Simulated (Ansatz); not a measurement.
This geometry of a periodic cell of 23 atoms, Sn8O15 (host SnO2, host structure Pnnm, one O atom removed), cell charge +2 is a first-order saddle point.

Theory: DFT PBEsol, scalar-relativistic, plane waves, PAW (Ansatz). Settings: PAW set soft_1, cutoff 420 eV, k mesh 2x2x2, fermi-dirac smearing 0.05 eV, no spin polarisation.

```xyz
23
Lattice="-4.7880 -4.8666 0.0000 4.7880 -4.8666 0.0000 0.0000 0.0000 6.4818" Properties=species:S:1:pos:R:3
Sn 2.400 -2.438 1.625
Sn 0.008 -4.872 -0.001
O 1.525 -3.391 -0.002
O 3.902 -3.957 1.707
O -3.888 -5.785 1.648
O -1.443 -6.419 -0.001
Sn 2.401 -2.437 4.855
Sn -0.109 -4.755 3.240
O 1.422 -3.326 3.240
O 3.904 -3.956 4.773
O -3.887 -5.783 4.832
O -1.497 -6.327 3.239
Sn -2.454 -2.370 1.440
Sn -0.017 0.020 -0.001
O 1.354 -8.216 0.000
O -0.963 -3.915 1.515
O 0.928 -5.780 1.650
O -1.466 -1.401 -0.003
Sn -2.456 -2.372 5.040
Sn 0.040 -0.030 3.240
O -0.964 -3.917 4.964
O 0.927 -5.781 4.829
O -2.127 -2.700 3.240
```

(1) Which two structures does it join? (They come from a converged band through this point; their orientation in space is the band's.)

(2) How far does it lie above each of them?

Answers

(1) The atom that moves furthest is O23, by 2.24 Å; four of its nearest neighbours are Sn13 2.00, Sn19 2.00, Sn20 2.06, O22 2.85 Å at the first end and Sn19 2.00, Sn13 2.00, Sn20 2.06, O21 2.85 Å at the last.

Initial state:

```xyz
23
Lattice="-4.7880 -4.8666 0.0000 4.7880 -4.8666 0.0000 0.0000 0.0000 6.4818" Properties=species:S:1:pos:R:3
Sn 2.389 -2.433 1.627
Sn -0.032 -4.880 -0.002
O 1.437 -3.374 -0.002
O 3.916 -3.913 1.664
O -3.842 -5.737 1.663
O -1.479 -6.381 -0.002
Sn 2.389 -2.433 4.851
Sn -0.018 -4.866 3.239
O 1.438 -3.367 3.239
O 3.916 -3.913 4.813
O -3.843 -5.738 4.814
O -1.456 -6.373 3.239
Sn -2.311 -2.334 1.496
Sn 0.079 0.082 -0.002
O 1.494 -8.164 -0.002
O -1.010 -3.934 1.633
O 0.931 -5.838 1.631
O -1.367 -1.403 -0.002
Sn -2.311 -2.334 4.981
Sn -0.170 -0.165 3.239
O -1.010 -3.934 4.844
O 0.931 -5.838 4.846
O -1.602 -1.642 3.238
```

Final state:

```xyz
23
Lattice="-4.7880 -4.8666 0.0000 4.7880 -4.8666 0.0000 0.0000 0.0000 6.4818" Properties=species:S:1:pos:R:3
Sn 2.394 -2.422 1.629
Sn 0.026 -4.843 0.000
O 1.472 -3.340 0.000
O 3.836 -3.985 1.665
O -3.921 -5.808 1.666
O -1.443 -6.349 0.000
Sn 2.394 -2.422 4.853
Sn 0.012 -4.857 3.241
O 1.449 -3.349 3.241
O 3.836 -3.985 4.817
O -3.921 -5.808 4.816
O -1.443 -6.356 3.241
Sn -2.483 -2.522 1.498
Sn -0.085 -0.072 0.000
O 1.361 -8.318 0.000
O -0.938 -3.886 1.634
O 1.005 -5.788 1.635
O -1.499 -1.559 0.000
Sn -2.483 -2.522 4.984
Sn 0.164 0.177 3.241
O -0.938 -3.886 4.848
O 1.005 -5.788 4.847
O -3.193 -3.212 3.241
```

(2) 1.93 eV above the first and 1.93 eV above the second. This is the barrier of this one path; another mechanism may lie lower. Limits of this set-up: coarse k mesh, PAW files made for another functional, no spin, though dangling bonds at a vacancy may carry it, a small cell, in which the defect meets its images, charged cell in a uniform background, uncorrected.

Time of the run: 20 min on 2 threads of Arm Neoverse V1, with other jobs on the host, peak memory 1.7 GiB.
